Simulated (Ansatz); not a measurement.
Runs of Ansatz 0.2.0 on SrO. It takes space group Fm-3m (No. 225, cubic). Conventional cell: a = 5.133 Å, b = 5.133 Å, c = 5.133 Å, α = 90.00°, β = 90.00°, γ = 90.00°. Sr (site symmetry m-3m) is surrounded by 6 O at 2.57 Å. O (site symmetry m-3m) has 6 Sr at 2.57 Å as nearest neighbours. 

```tsv
task	level	potentials or basis	cell	cutoff (eV)	smearing	basis error allowed	gap on the mesh (eV)	pressure (GPa)	relaxed volume (Å³/atom)
relaxation of cell and atoms	PBE	all-electron LAPW, scalar-relativistic	relaxed	-	fermi-dirac 0.05 eV	0.001 eV/atom	3.38	0.0	17.52
relaxation of cell and atoms	LDA	all-electron LAPW, scalar-relativistic	relaxed	-	fermi-dirac 0.05 eV	0.001 eV/atom	3.18	0.0	(c)
band structure	revPBE	all-electron LAPW, scalar-relativistic	as given	217	fermi-dirac 0.05 eV	0.001 eV/atom	3.46	(b)	-
relaxation of cell and atoms	revPBE	all-electron LAPW, scalar-relativistic	relaxed	-	fermi-dirac 0.05 eV	0.001 eV/atom	3.47	0.0	17.99
Born charges and dielectric tensor	LDA	all-electron PAW datasets made for the crystal	as given	340	fixed	-	3.21	-	-
relaxation of cell and atoms	RPBE+D3(BJ)	all-electron LAPW, scalar-relativistic	relaxed	-	fermi-dirac 0.05 eV	0.001 eV/atom	3.34	0.0	14.72
band structure	PBEsol	all-electron LAPW, scalar-relativistic	as given	217	fermi-dirac 0.05 eV	0.001 eV/atom	(a)	-0.5	-
relaxation of cell and atoms	BLYP	all-electron LAPW, scalar-relativistic	relaxed	-	fermi-dirac 0.05 eV	0.001 eV/atom	3.52	0.0	18.07
```

Alike in all rows: no spin polarisation; k mesh 9 × 9 × 9.

**Question.** Fill in the values left out.

**Answer.** (a) 3.26; (b) 5.6; (c) 16.23.

Caveats: an odd mesh through Γ misses points on the zone boundary, where band edges often lie (some runs); the program warned that the printed levels may be off, so bands, gaps and densities of states are rough (some runs); the volume moved by -13 % from the deposited cell, more than functionals usually miss (some runs).

A k mesh can miss the band edges, and the runs leave out spin-orbit coupling on Sr.

Not every run made on this cell is shown here.
